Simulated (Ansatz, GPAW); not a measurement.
**Ballistic transport through a C6 chain between two Ga chains, from relaxation to T(E)**

Aim: the conductance of a C6 chain between two Ga chains after relaxation, and whether geometry, basis or functional moves it most.

Main program and level: GPAW 26.7.0 and Ansatz 0.2.0; Ansatz plane waves; relaxation of the junction with the lead ends held, in the first sound run; inputs show where later runs differ.

## Step 1: The structure

The cell holds 18 atoms: 12 Ga and 6 C. Cell: a = 9.000 Å, b = 9.000 Å, c = 38.117 Å, α = 90.0°, β = 90.0°, γ = 90.0°. Regions: left lead, 6 atoms (6 Ga); channel, 6 atoms (6 C); right lead, 6 atoms (6 Ga). Vacuum lies along a and b. The structure is stacked along c, and the current runs across the ab planes.

## Step 2: Relaxing the atoms

Transmission follows bond lengths closely, so the atoms between the held lead ends are relaxed first, from a slightly shaken start that lets symmetry break.

File input.yaml:

```yaml
crystal:
  lattice:
    - [9.0, 0.0, 0.0]
    - [0.0, 9.0, 0.0]
    - [0.0, 0.0, 38.1168]
  atoms:
    - { symbol: Ga, position: [0.5, 0.5, 0.0334498174] }
    - { symbol: Ga, position: [0.5, 0.5, 0.1003494522] }
    - { symbol: Ga, position: [0.5, 0.5, 0.167249087] }
    - { symbol: Ga, position: [0.5, 0.5, 0.2341487218] }
    - { symbol: Ga, position: [0.4985588666, 0.4962330108, 0.3015787083] }
    - { symbol: Ga, position: [0.4963072847, 0.5067130519, 0.368675318] }
    - { symbol: C, position: [0.4988024569, 0.5019017191, 0.4177094529] }
    - { symbol: C, position: [0.5094465647, 0.4969224511, 0.4495485511] }
    - { symbol: C, position: [0.5017258021, 0.4990681632, 0.4847250017] }
    - { symbol: C, position: [0.5016892477, 0.5035874695, 0.5157207066] }
    - { symbol: C, position: [0.4999916951, 0.5013165372, 0.5513051481] }
    - { symbol: C, position: [0.5000552415, 0.4974386117, 0.5836584231] }
    - { symbol: Ga, position: [0.500625488, 0.4997956334, 0.6320404011] }
    - { symbol: Ga, position: [0.502321535, 0.4978046564, 0.6994998448] }
    - { symbol: Ga, position: [0.5, 0.5, 0.7658512782] }
    - { symbol: Ga, position: [0.5, 0.5, 0.832750913] }
    - { symbol: Ga, position: [0.5, 0.5, 0.8996505478] }
    - { symbol: Ga, position: [0.5, 0.5, 0.9665501826] }
kpoints:
  mp_grid: { grid: [1, 1, 2] }
hamiltonian:
  xc: pbe
scf:
  occupations: { method: fermi_dirac, width: 0.1 }
relax:
  f_tol: 0.03
  max_steps: 80
  constraints: [{ sites: [0, 1, 2, 3, 14, 15, 16, 17] }]
```

The run is started by

```sh
ansatz run input.yaml --threads 4 --pin off --max-ram 8192MiB --backend cpu --events-out ev --progress --plain --runs-dir out
```

Numbers of over 12 decimals in the logs are rounded to 6 here.

What it wrote:

```text
Engine: ansatz 0.2.0, x86_64-unknown-linux-gnu
Pseudopotentials: kind: paw
Pseudopotential: Ga, paw, valence charge 13, recommended cutoff 420 eV (normal), Ga.paw.azcp
Pseudopotential: C, paw, valence charge 4, recommended cutoff 420 eV (normal), C.paw.azcp
Functional definition: PBE
  parameter kappa = 0.804
  parameter beta = 0.066725
  exchange = pbe_x(kappa = kappa, mu = beta*pi^2/3)
  correlation = pbe_c(beta = beta)
Crystal: 18 atoms, lattice volume = 3087.461 Å³
Basis set: ecut = 420 eV, 60307 PW (Γ), exchange–correlation on 128×128×512 points (8 copies of the dense FFT grid, shifted against one another)
Bands: 108, of which v1, the nominal top of the filled ones, is band 90 counted from 1 (89 counted from 0)
Symmetry: 1 space group operations
Space group: P1 (ITA 1), of the structure as read, at distance tolerance 1.5e-4 Å
k-points: 2
Non-local potential: Ga, projectors of the file, l = 0: 2, l = 1: 2, l = 2: 3, l = 3: 1
Non-local potential: C, projectors of the file, l = 0: 2, l = 1: 2, l = 2: 1
PAW form: soft (Blöchl's): semilocal exchange-correlation on the pseudo side does not see the compensation charge
PAW one-centre angular grid: Ga, 590 points (default); XC on 64 Gauss nodes
PAW one-centre angular grid: C, 110 points (default); XC on 64 Gauss nodes
Initial density: superposition of atomic densities (neutral atoms: chi_scale 0, normalization atom), corrected by the library's trained network
Initial wavefunctions: pseudopotential atomic-orbital guess
Functional: x = pbe(κ = 0.804, μ = 0.219515), c = pbe(β = 0.066725)
SCF iter   1: F=—  HF=-46878.882472 eV  |F-HF|=—  |Δ(HF+E_count)|=         —  Δρ=2.66e-3  dr2=3.55e0  ethr=1.77e-3  ⟨swp⟩=6.0  Hψ=915  notcnv=0
preconditioner: auto → LDOS  [metal: Δε(μ)=0.099 eV  Ē_g=13.284 eV  σ=0.100 eV  W_gap=0.24  n_scr=280 (ndim 8)  ℏωp=9.0 eV  f_vac=0.746  D(μ)=24.68/eV (n_scr^D=94)  β→1.0]
SCF iter   2: F=—  HF=-46878.786972 eV  |F-HF|=—  |Δ(HF+E_count)|=   9.55e-2  Δρ=1.29e-3  dr2=1.82e-1  ethr=1.77e-3  ⟨swp⟩=3.0  Hψ=276  notcnv=0
SCF iter   3: F=—  HF=-46878.778430 eV  |F-HF|=—  |Δ(HF+E_count)|=   8.54e-3  Δρ=6.00e-4  dr2=2.09e-2  ethr=1.01e-4  ⟨swp⟩=2.0  Hψ=430  notcnv=0
SCF iter   4: F=—  HF=-46878.774346 eV  |F-HF|=—  |Δ(HF+E_count)|=   4.08e-3  Δρ=3.85e-4  dr2=9.79e-3  ethr=1.16e-5  ⟨swp⟩=2.0  Hψ=396  notcnv=0
SCF iter   5: F=—  HF=-46878.772846 eV  |F-HF|=—  |Δ(HF+E_count)|=   1.50e-3  Δρ=1.82e-4  dr2=4.34e-3  ethr=5.44e-6  ⟨swp⟩=2.0  Hψ=395  notcnv=0
SCF iter   6: F=—  HF=-46878.772429 eV  |F-HF|=—  |Δ(HF+E_count)|=   4.18e-4  Δρ=1.01e-4  dr2=1.06e-3  ethr=2.41e-6  ⟨swp⟩=2.0  Hψ=270  notcnv=0
SCF iter   7: F=—  HF=-46878.772268 eV  |F-HF|=—  |Δ(HF+E_count)|=   1.61e-4  Δρ=4.48e-5  dr2=2.37e-4  ethr=5.87e-7  ⟨swp⟩=2.0  Hψ=272  notcnv=0
SCF iter   8: F=—  HF=-46878.772252 eV  |F-HF|=—  |Δ(HF+E_count)|=   1.57e-5  Δρ=1.76e-5  dr2=2.91e-5  ethr=1.32e-7  ⟨swp⟩=2.0  Hψ=304  notcnv=0
SCF iter   9: F=-46878.772245 eV  HF=-46878.772253 eV  |F-HF|=7.08e-6  |Δ(HF+E_count)|=   6.21e-7  Δρ=1.10e-5  dr2=9.04e-6  ethr=1.25e-8  ⟨swp⟩=4.5  Hψ=643  notcnv=0
SCF 1 converged in 9 iterations: F = -46878.772245 eV  dr2 = 9.04e-6
  greatest PAW one-centre occupation: 0.995 electrons in one spin orbital (limit 2), on the Ga atom at site 12 (counted from 0), in its partial waves of l = 2
relax step   1: F+E_penalty+E_count = -46878.77224546 eV  Δ(F+E_penalty+E_count) = +0.000e0 eV  max|allowed force component| = 6.724e0 eV/Å  Δτ_max = 0.0000 Å  (9 SCF iters, dr2 threshold 2.25e-5 eV, accepted)
Initial density: handed on by an earlier stage of this run
Initial wavefunctions: those handed on with the density
iter 1 solved again at ethr=2.26e-4 eV; its pass at ethr=3.10e-3 eV (dr2=4.06e-1 eV) is discarded
SCF iter   1: F=—  HF=-46879.180954 eV  |F-HF|=—  |Δ(HF+E_count)|=         —  Δρ=2.63e-3  dr2=4.67e-1  ethr=2.26e-4  ⟨swp⟩=1.0  Hψ=787  notcnv=0
eigensolver tolerance schedule calibrated: the retry pair's looser diagonalisation under-reported the residual by θ = 0.13 (0.11/decade); ethr = c·dr2/N_el runs at the constant in force after the calibration composes with the one it found (an armed cap, an earlier calibration), c = 7.6e-2
preconditioner: auto → LDOS  [metal: Δε(μ)=0.134 eV  Ē_g=13.165 eV  σ=0.100 eV  W_gap=0.32  n_scr=280 (ndim 8)  ℏωp=9.0 eV  f_vac=0.752  D(μ)=25.32/eV (n_scr^D=102)  β→1.0]
SCF iter   2: F=—  HF=-46879.132895 eV  |F-HF|=—  |Δ(HF+E_count)|=   4.81e-2  Δρ=1.42e-3  dr2=7.41e-2  ethr=1.97e-4  ⟨swp⟩=3.0  Hψ=434  notcnv=0
SCF iter   3: F=—  HF=-46879.114387 eV  |F-HF|=—  |Δ(HF+E_count)|=   1.85e-2  Δρ=2.36e-4  dr2=3.57e-3  ethr=3.13e-5  ⟨swp⟩=3.0  Hψ=416  notcnv=0
SCF iter   4: F=—  HF=-46879.113930 eV  |F-HF|=—  |Δ(HF+E_count)|=   4.57e-4  Δρ=8.03e-5  dr2=5.61e-4  ethr=1.51e-6  ⟨swp⟩=2.0  Hψ=430  notcnv=0
SCF iter   5: F=—  HF=-46879.114040 eV  |F-HF|=—  |Δ(HF+E_count)|=   1.09e-4  Δρ=5.24e-5  dr2=1.96e-4  ethr=2.37e-7  ⟨swp⟩=2.0  Hψ=398  notcnv=0
SCF iter   6: F=-46879.113995 eV  HF=-46879.114017 eV  |F-HF|=2.22e-5  |Δ(HF+E_count)|=   2.21e-5  Δρ=2.04e-5  dr2=4.34e-5  ethr=4.23e-8  ⟨swp⟩=3.0  Hψ=815  notcnv=0
SCF 2 converged in 6 iterations: F = -46879.113995 eV  dr2 = 4.34e-5
relax step   2: F+E_penalty+E_count = -46879.11399523 eV  Δ(F+E_penalty+E_count) = -3.417e-1 eV  max|allowed force component| = 1.403e0 eV/Å  Δτ_max = 0.1542 Å  (6 SCF iters, dr2 threshold 1.00e-4 eV, accepted)
iter 1 solved again at ethr=1.16e-4 eV; its pass at ethr=3.10e-3 eV (dr2=2.08e-1 eV) is discarded
SCF iter   1: F=—  HF=-46879.363361 eV  |F-HF|=—  |Δ(HF+E_count)|=         —  Δρ=1.60e-3  dr2=1.83e-1  ethr=1.16e-4  ⟨swp⟩=1.0  Hψ=665  notcnv=0
preconditioner: auto → LDOS  [metal: Δε(μ)=0.133 eV  Ē_g=13.167 eV  σ=0.100 eV  W_gap=0.31  n_scr=280 (ndim 8)  ℏωp=9.0 eV  f_vac=0.751  D(μ)=22.50/eV (n_scr^D=84)  β→1.0]
SCF iter   2: F=—  HF=-46879.345667 eV  |F-HF|=—  |Δ(HF+E_count)|=   1.77e-2  Δρ=8.63e-4  dr2=3.11e-2  ethr=1.02e-4  ⟨swp⟩=2.0  Hψ=431  notcnv=0
SCF iter   3: F=—  HF=-46879.339241 eV  |F-HF|=—  |Δ(HF+E_count)|=   6.43e-3  Δρ=1.82e-4  dr2=3.10e-3  ethr=1.73e-5  ⟨swp⟩=2.0  Hψ=399  notcnv=0
SCF iter   4: F=—  HF=-46879.339094 eV  |F-HF|=—  |Δ(HF+E_count)|=   1.48e-4  Δρ=6.58e-5  dr2=4.93e-4  ethr=1.72e-6  ⟨swp⟩=2.0  Hψ=384  notcnv=0
SCF iter   5: F=-46879.339028 eV  HF=-46879.339118 eV  |F-HF|=8.99e-5  |Δ(HF+E_count)|=   2.49e-5  Δρ=4.06e-5  dr2=8.57e-5  ethr=5.56e-8  ⟨swp⟩=3.0  Hψ=983  notcnv=0
SCF 3 converged in 5 iterations: F = -46879.339028 eV  dr2 = 8.57e-5
relax step   3: F+E_penalty+E_count = -46879.33902850 eV  Δ(F+E_penalty+E_count) = -2.250e-1 eV  max|allowed force component| = 9.924e-1 eV/Å  Δτ_max = 0.1991 Å  (5 SCF iters, dr2 threshold 1.00e-4 eV, accepted)
[... from here on, the SCF cycles and remarks between the steps are left out ...]
relax step   4: F+E_penalty+E_count = -46879.57674958 eV  Δ(F+E_penalty+E_count) = -2.377e-1 eV  max|allowed force component| = 1.833e0 eV/Å  Δτ_max = 0.1962 Å  (6 SCF iters, dr2 threshold 6.16e-5 eV, accepted)
relax step   5: F+E_penalty+E_count = -46879.82137058 eV  Δ(F+E_penalty+E_count) = -2.446e-1 eV  max|allowed force component| = 1.601e0 eV/Å  Δτ_max = 0.1952 Å  (6 SCF iters, dr2 threshold 1.00e-4 eV, accepted)
relax step   6: F+E_penalty+E_count = -46879.97525463 eV  Δ(F+E_penalty+E_count) = -1.539e-1 eV  max|allowed force component| = 7.893e-1 eV/Å  Δτ_max = 0.1950 Å  (6 SCF iters, dr2 threshold 1.00e-4 eV, accepted)
relax step   7: F+E_penalty+E_count = -46880.04088414 eV  Δ(F+E_penalty+E_count) = -6.563e-2 eV  max|allowed force component| = 1.760e-1 eV/Å  Δτ_max = 0.2000 Å  (6 SCF iters, dr2 threshold 1.00e-4 eV, accepted)
relax step   8: F+E_penalty+E_count = -46880.05119950 eV  Δ(F+E_penalty+E_count) = -1.032e-2 eV  max|allowed force component| = 9.664e-2 eV/Å  Δτ_max = 0.0986 Å  (8 SCF iters, dr2 threshold 1.94e-6 eV, accepted)
relax step   9: F+E_penalty+E_count = -46880.05540823 eV  Δ(F+E_penalty+E_count) = -4.209e-3 eV  max|allowed force component| = 1.465e-2 eV/Å  Δτ_max = 0.0793 Å  (9 SCF iters, accepted)
relax step  10: F+E_penalty+E_count = -46880.05718676 eV  Δ(F+E_penalty+E_count) = -1.779e-3 eV  max|allowed force component| = 3.561e-2 eV/Å  Δτ_max = 0.0721 Å  (9 SCF iters, accepted)
relax step  11: F+E_penalty+E_count = -46880.05913380 eV  Δ(F+E_penalty+E_count) = -1.947e-3 eV  max|allowed force component| = 3.581e-2 eV/Å  Δτ_max = 0.1149 Å  (10 SCF iters, accepted)
relax step  12: F+E_penalty+E_count = -46880.05990797 eV  Δ(F+E_penalty+E_count) = -7.742e-4 eV  max|allowed force component| = 2.171e-2 eV/Å  Δτ_max = 0.0744 Å  (7 SCF iters, dr2 threshold 1.28e-6 eV, accepted)
relax step  13: F+E_penalty+E_count = -46880.05990825 eV  Δ(F+E_penalty+E_count) = -2.846e-7 eV  max|allowed force component| = 2.139e-2 eV/Å  Δτ_max = 0.0000 Å  (4 SCF iters, accepted)
SCF iter   1: F=—  HF=-46880.084084 eV  |F-HF|=—  |Δ(HF+E_count)|=         —  Δρ=1.81e-3  dr2=6.75e-2  ethr=3.41e-4  ⟨swp⟩=3.0  Hψ=500  notcnv=0
preconditioner: auto → LDOS  [metal: Δε(μ)=0.051 eV  Ē_g=13.143 eV  σ=0.100 eV  W_gap=0.13  n_scr=280 (ndim 8)  ℏωp=9.0 eV  f_vac=0.747  D(μ)=23.75/eV (n_scr^D=86)  β→1.0]
SCF iter   2: F=—  HF=-46880.070223 eV  |F-HF|=—  |Δ(HF+E_count)|=   1.39e-2  Δρ=8.28e-4  dr2=3.07e-2  ethr=3.75e-5  ⟨swp⟩=3.0  Hψ=485  notcnv=0
SCF iter   3: F=—  HF=-46880.059945 eV  |F-HF|=—  |Δ(HF+E_count)|=   1.03e-2  Δρ=1.30e-4  dr2=6.55e-4  ethr=1.70e-5  ⟨swp⟩=3.0  Hψ=393  notcnv=0
SCF iter   4: F=—  HF=-46880.059889 eV  |F-HF|=—  |Δ(HF+E_count)|=   5.59e-5  Δρ=5.66e-5  dr2=1.51e-4  ethr=3.64e-7  ⟨swp⟩=3.0  Hψ=394  notcnv=0
SCF iter   5: F=—  HF=-46880.059883 eV  |F-HF|=—  |Δ(HF+E_count)|=   6.17e-6  Δρ=1.25e-5  dr2=8.07e-6  ethr=8.38e-8  ⟨swp⟩=2.0  Hψ=386  notcnv=0
SCF iter   6: F=—  HF=-46880.060099 eV  |F-HF|=—  |Δ(HF+E_count)|=   2.16e-4  Δρ=4.69e-6  dr2=1.29e-6  ethr=4.49e-9  ⟨swp⟩=2.0  Hψ=319  notcnv=0
SCF iter   7: F=—  HF=-46880.060099 eV  |F-HF|=—  |Δ(HF+E_count)|=   3.41e-9  Δρ=1.79e-6  dr2=1.97e-7  ethr=7.19e-10  ⟨swp⟩=2.0  Hψ=397  notcnv=0
SCF iter   8: F=-46880.060099 eV  HF=-46880.060099 eV  |F-HF|=4.25e-8  |Δ(HF+E_count)|=   1.56e-8  Δρ=8.30e-7  dr2=6.58e-8  ethr=5.56e-11  ⟨swp⟩=5.0  Hψ=790  notcnv=0
SCF 14 converged in 8 iterations: F = -46880.060099 eV  dr2 = 6.58e-8
relax step  14: F+E_penalty+E_count = -46880.06009858 eV  Δ(F+E_penalty+E_count) = -1.903e-4 eV  max|allowed force component| = 1.150e-2 eV/Å  Δτ_max = 0.0460 Å  (8 SCF iters, accepted)
SCF converged after 8 iterations
Free energy (F): -46880.060099 eV
Harris-Foulkes:  -46880.060099 eV  (|F-HF|=4.25e-8)
Internal energy: -46879.319455 eV  (E = F + TS)
E sigma→0 (E₀):  -46879.689777 eV
Entropy (-TS):   -0.740643 eV (-41.147 meV/atom)
Fermi energy:    -2.700128 eV
--- Per-component energies (eV) ---
  E_band       = -2632.000813
  E_kinetic    = 1878.174601
  E_local      = -50857.004208  (includes V_loc(G=0)·N_el)
  E_nonlocal   = 5215.864589
  E_hartree    = 23505.717070
  E_xc         = -1093.035806
  E_vxc        = -1013.166646  (∫ρ·V_xc dr)
  E_paw        = -24397.996238  (= ΣΔE_a)
  E_vpaw       = -4867.301227  (= ΣTr[D̂ρ^β])
  E_aug_tail   = -0.001346  (compensation charges beyond the density's cutoff)
  E_ewald      = -1131.038117
  E_smearing   = -0.740643  (= −TS)
  E_closure    = 0.000000  (closes the sum)
  Σ components = -46880.060099   (vs F -46880.060099, Δ=0.00e0)
--- Forces (eV/Å), atoms counted from 1 ---
  atom   1  Ga     0.01621071     0.00299614     0.04295585
  atom   2  Ga    -0.00836611     0.02690142     0.10029695
  atom   3  Ga     0.00253240    -0.10765409    -0.14763960
  atom   4  Ga     0.00405992     0.08352247     0.24056323
  atom   5  Ga    -0.00094910    -0.00774111    -0.00067496
  atom   6  Ga    -0.00021188     0.01149796    -0.00085158
  atom   7  C      0.00033327    -0.00751084    -0.00223475
  atom   8  C     -0.00046899     0.00567944     0.00536680
  atom   9  C      0.00093656    -0.00560138    -0.00370688
  atom  10  C      0.00455764     0.00147615     0.00415434
  atom  11  C     -0.00698186     0.00166360    -0.00099046
  atom  12  C      0.00189094    -0.00067450    -0.00685366
  atom  13  Ga     0.00162687    -0.00223484     0.00693618
  atom  14  Ga    -0.00335971     0.00492376     0.00207409
  atom  15  Ga    -0.04609850     0.06341627    -0.23957592
  atom  16  Ga     0.05768091    -0.09233872     0.14505026
  atom  17  Ga    -0.00821520     0.02776071    -0.10184544
  atom  18  Ga    -0.01514257    -0.00616495    -0.04294919
  max |Σ_I F_I| component: 8.25e-5 eV/Å
--- Relaxed structure (14 steps of the walk, 14 accepted, 0 SCFs on fresh bases) ---
  F+E_penalty+E_count = -46880.06009858 eV   max|allowed force component| = 1.150e-2 eV/Å
  atoms:
    - { symbol: Ga, position: [0.5, 0.5, 0.0334498174] }
    - { symbol: Ga, position: [0.5, 0.5, 0.1003494522] }
    - { symbol: Ga, position: [0.5, 0.5, 0.167249087] }
    - { symbol: Ga, position: [0.5, 0.5, 0.2341487218] }
    - { symbol: Ga, position: [0.501837, 0.370827, 0.299648] }
    - { symbol: Ga, position: [0.506368, 0.502416, 0.365254] }
    - { symbol: C, position: [0.507542, 0.454271, 0.415561] }
    - { symbol: C, position: [0.508950, 0.458617, 0.448411] }
    - { symbol: C, position: [0.510458, 0.459501, 0.483626] }
    - { symbol: C, position: [0.511977, 0.460035, 0.516330] }
    - { symbol: C, position: [0.513747, 0.460621, 0.551546] }
    - { symbol: C, position: [0.517238, 0.458158, 0.584401] }
    - { symbol: Ga, position: [0.490963, 0.500756, 0.634627] }
    - { symbol: Ga, position: [0.569117, 0.391885, 0.700134] }
    - { symbol: Ga, position: [0.5, 0.5, 0.7658512782] }
    - { symbol: Ga, position: [0.5, 0.5, 0.832750913] }
    - { symbol: Ga, position: [0.5, 0.5, 0.899651] }
    - { symbol: Ga, position: [0.5, 0.5, 0.966550] }
```

Elapsed: 1.7 min, on 4 threads of Intel Xeon 6975P-C (Granite Rapids), shared host; peak memory 3.8 GiB.

Step by step:

```
step  energy less that of the first step (eV)  largest force component (eV/Å)
   1                                   0.0000                          6.7239
   2                                  -0.3417                          1.4025
   3                                  -0.5668                          0.9924
   4                                  -0.8045                          1.8334
   5                                  -1.0491                          1.6009
   6                                  -1.2030                          0.7893
   7                                  -1.2686                          0.1760
   8                                  -1.2790                          0.0966
   9                                  -1.2832                          0.0146
  10                                  -1.2849                          0.0356
  11                                  -1.2869                          0.0358
  12                                  -1.2877                          0.0217
  13                                  -1.2877                          0.0214
  14                                  -1.2879                          0.0115
```

The atoms that moved most (Å):

```
atom      dx      dy      dz  length
 Ga5   0.029  -1.129  -0.074   1.131
Ga14   0.601  -0.953   0.024   1.127
  C7   0.079  -0.429  -0.082   0.443
 C10   0.093  -0.392   0.023   0.403
 C12   0.155  -0.354   0.028   0.387
 C11   0.124  -0.366   0.009   0.387
  C9   0.079  -0.356  -0.042   0.367
  C8  -0.004  -0.345  -0.043   0.347
```

This step gave:

```
free energy         : -46880.0601 eV
smearing term TS    : 0.7406 eV
symmetry operations : 1
```

The relaxation lowered the energy of the cell by 1.29 eV.

(Continued in part 2 of 4.)

[Logs are printed without paths, hosts, clocks, repeated set-up lines and the standing remarks that a program may print on its own settings, such as how far it seeks lower states.]

[Hosts, paths, dates, database ids (printed as entryN), source tags and the programs' standing remarks are cut or masked in the printed files.]
